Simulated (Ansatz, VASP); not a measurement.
# Two plane-wave programs on Ti

File INCAR:

```
SYSTEM = Ti
PREC     = Accurate       ! precision mode
ENCUT    = 520            ! plane-wave cutoff, eV
EDIFF    = 1E-6           ! SCF threshold, eV
ISMEAR   = 0              ! smearing method
SIGMA    = 0.1            ! smearing width, eV
LREAL    = .False.        ! projectors in reciprocal space
LASPH    = .True.         ! aspherical terms in the spheres
NELM     = 60             ! most SCF steps
ALGO     = Normal         ! electronic algorithm
ISIF     = 2              ! what is computed and relaxed
LWAVE    = .False.        ! write WAVECAR
LCHARG   = .False.        ! write CHGCAR
GGA      = CA             ! functional
NBANDS   = 12             ! bands
```

File KPOINTS:

```
Automatic mesh
0
Gamma
  14 14 14
  0 0 0
```

Contents of POSCAR:

```
Ti
1.0
    0.0000000000      2.0478863842      2.0478863842
    2.0478863842      0.0000000000      2.0478863842
    2.0478863842      2.0478863842      0.0000000000
Ti
1
Direct
    0.0000000000      0.0000000000      0.0000000000
```

Input for Ansatz:

```yaml
crystal:
  lattice:
    - [0.0, 2.047886384171218, 2.047886384171218]
    - [2.047886384171218, 0.0, 2.047886384171218]
    - [2.047886384171218, 2.047886384171218, 0.0]
  atoms:
    - { symbol: Ti, position: [0.0, 0.0, 0.0] }
basis:
  ecutwfc: 500.0
kpoints:
  mp_grid:
    grid: [14, 14, 14]
hamiltonian:
  xc: lda
  pseudopotentials:
    kind: paw
scf:
  occupations:
    method: gaussian
    width: 0.1
output:
  stress: true
```

This isn't the form of Ti at room conditions, which is hcp.

Alike in both runs: task single point; functional LDA; k mesh 14 × 14 × 14; occupations gaussian, width 0.1 eV; no spin polarisation.

|  | VASP | Ansatz |
| --- | --- | --- |
| version | VASP 6.6.1 | Ansatz 0.2.0 |
| potentials or method | VASP PAW LDA potentials, release 64 (Ti_sv) | plane waves, PAW |
| plane-wave cutoff (eV) | 520 | 500 |
| valence electrons in the cell | 12 | 12 |

Ansatz gave:

* pressure (GPa): -7.5

Q: Estimate VASP's values.

A: Pressure (GPa): -7.6.
